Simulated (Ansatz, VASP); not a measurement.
**ZrO2 (so): VASP beside Ansatz**

```
Zr O
1.0
     3.62102    0.00000    0.00000
     0.00000    3.62102    0.00000
     0.00000    0.00000    5.28312
Zr O
2 4
Direct
  0.00000 0.00000 0.00000
  0.50000 0.50000 0.50000
  0.00000 0.50000 0.19273
  0.00000 0.50000 0.69273
  0.50000 0.00000 0.30727
  0.50000 0.00000 0.80727
```

Alike in both runs: functional PBE; k mesh 6 × 6 × 4; occupations gaussian, width 0.02 eV; non-collinear spin, spin-orbit coupling.

Ansatz relaxed the structure, and its values are those at the end. VASP's run is a single point on that final structure, the one shown.

```csv
,VASP,Ansatz
version,VASP 6.6.1,Ansatz 0.2.0
potentials or method,"VASP PAW PBE potentials, release 64 (Zr_sv, O)","plane waves, PAW"
plane-wave cutoff (eV),520,420
valence electrons in the cell,48,48
```

|  | VASP | Ansatz | Ansatz less VASP |
| --- | --- | --- | --- |
| gap on the k mesh at the Fermi level (eV) | 4.05 | 4.06 | +0.012 |
| least direct gap on the mesh (eV) | 4.12 | 4.13 | +0.010 |
| pressure (GPa) | 0.3 | 0.0 | -0.33 |
| rms of the force components (eV/Å) | 0.009 | 0.000 | -0.0094 |
| net moment per atom (μB) | 0.00 | 0.00 | 0.000 |

With one functional, cell and mesh, what is left measures potentials, basis and numerics.
